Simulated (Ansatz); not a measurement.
# C: the cost of one run

Method: DFT PBE, scalar-relativistic, in Ansatz 0.2.0.

### Step 1. The structure to begin with

The structure is trigonal, space group R-3m (No. 166). Conventional cell: a = 2.460 Å, b = 2.460 Å, c = 33.450 Å, α = 90.00°, β = 90.00°, γ = 120.00°. Around C (site symmetry 3m) lie 3 C at 1.42 Å.

As a file:

```cif
data_structure
_symmetry_space_group_name_H-M 'R-3m:H'
_symmetry_Int_Tables_number 166
_cell_length_a 2.4600
_cell_length_b 2.4600
_cell_length_c 33.4500
_cell_angle_alpha 90.000
_cell_angle_beta 90.000
_cell_angle_gamma 120.000
_cell_volume 175.31
loop_
_atom_site_label
_atom_site_type_symbol
_atom_site_symmetry_multiplicity
_atom_site_Wyckoff_symbol
_atom_site_fract_x
_atom_site_fract_y
_atom_site_fract_z
_atom_site_occupancy
C1 C 6 c 0.00000 0.00000 0.05000 1
C2 C 6 c 0.00000 0.00000 0.28300 1
```

The file gives the conventional cell by its symmetry; the runs use the cell typed in the input.

Atoms are numbered in the order of the input: C1, C2, C3, C4.

### Step 2. The deformed structure

Space group R-3m before, R-3m after.

### Step 3. All-electron LAPW

input.yaml

```yaml
crystal:
  lattice:
    - [1.1930994764, 0.6888363038, 11.15]
    - [-1.1930994764, 0.6888363038, 11.15]
    - [0.0, -1.3776726077, 11.15]
  atoms:
    - { symbol: C, position: [0.05, 0.05, 0.05] }
    - { symbol: C, position: [0.95, 0.95, 0.95] }
    - { symbol: C, position: [0.283, 0.283, 0.283] }
    - { symbol: C, position: [0.717, 0.717, 0.717] }
kpoints:
  mp_grid: { grid: [15, 15, 15] }
  band_path:
    path:
      - [0.0, 0.0, 0.0]
      - [0.5, 0.5, 0.5]
      - [0.8307889001, 0.1692110999, 0.5]
      - [0.5, -0.1692110999, 0.1692110999]
      - [0.5, 0.0, 0.0]
      - [0.0, 0.0, 0.0]
      - [0.33460555, -0.33460555, 0.0]
      - [0.66539445, 0.0, 0.33460555]
      - [0.5, 0.0, 0.5]
    npoints: 5
scf:
  occupations: { method: fermi_dirac, width: 0.08 }
hamiltonian:
  xc: pbe
  pseudopotentials: { kind: all_electron, lapw: { basis_error: 0.001 } }
output:
  forces: true
  stress: true
  eigenvalues: true
```

Run with:

```
$ ansatz run input.yaml --threads 1 --pin off --max-ram 4096MiB --backend cpu --events-out ev --progress --plain --runs-dir out
```

**Question.** How long does this run take on 1 thread of Intel Xeon Platinum 8488C (Sapphire Rapids), shared host, and how much memory does it need?

About 2.2 min, with a peak of 1.6 GiB.
